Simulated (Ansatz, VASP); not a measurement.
ZnSe: VASP beside Ansatz

The input INCAR:

```
SYSTEM = ZnSe
PREC = Accurate
ENCUT = 520
EDIFF = 1E-6
ISMEAR = 0
SIGMA = 0.02
LREAL = .FALSE.
LASPH = .TRUE.
NELM = 60
ALGO = Normal
ISIF = 2
LWAVE = .FALSE.
LCHARG = .FALSE.
GGA = PE
NBANDS = 16
```

File KPOINTS:

```
regular mesh
0
G
  8 8 8
  0 0 0
```

File POSCAR:

```
ZnSe
1.0
    0.0000000000      2.9571553140      2.9571553140
    2.9571553140      0.0000000000      2.9571553140
    2.9571553140      2.9571553140      0.0000000000
Zn Se
1 1
Direct
    0.0000000000      0.0000000000      0.0000000000
    0.7500000000      0.7500000000      0.7500000000
```

Input for Ansatz:

```yaml
crystal:
  lattice:
    - [0.0, 2.957155314, 2.957155314]
    - [2.957155314, 0.0, 2.957155314]
    - [2.957155314, 2.957155314, 0.0]
  atoms:
    - { symbol: Zn, position: [0.0, 0.0, 0.0] }
    - { symbol: Se, position: [0.75, 0.75, 0.75] }
basis:
  ecutwfc: 420
kpoints:
  mp_grid: { grid: [8, 8, 8] }
hamiltonian:
  xc: pbe
scf:
  occupations: { method: gaussian, width: 0.02 }
output:
  forces: true
  stress: true
  eigenvalues: true
```

Alike in both runs: task single point; functional PBE; k mesh 8 × 8 × 8; occupations gaussian, width 0.02 eV; no spin polarisation.

```csv
,VASP,Ansatz
version,VASP 6.6.1,Ansatz 0.2.0
potentials or method,"VASP PAW PBE potentials, release 64 (Zn, Se)","scalar-relativistic, plane waves, PAW"
plane-wave cutoff (eV),520,420
valence electrons in the cell,18,28
```

Ansatz gave:

```
gap on the k mesh at the Fermi level (eV) : 0.80
least direct gap on the mesh (eV)         : 0.80
pressure (GPa)                            : -4.3
```

What did VASP give for the same quantities?

gap on the k mesh at the Fermi level (eV): 0.80; least direct gap on the mesh (eV): 0.80; pressure (GPa): -4.1.

The two sets of potentials don't hold the same shells in valence.
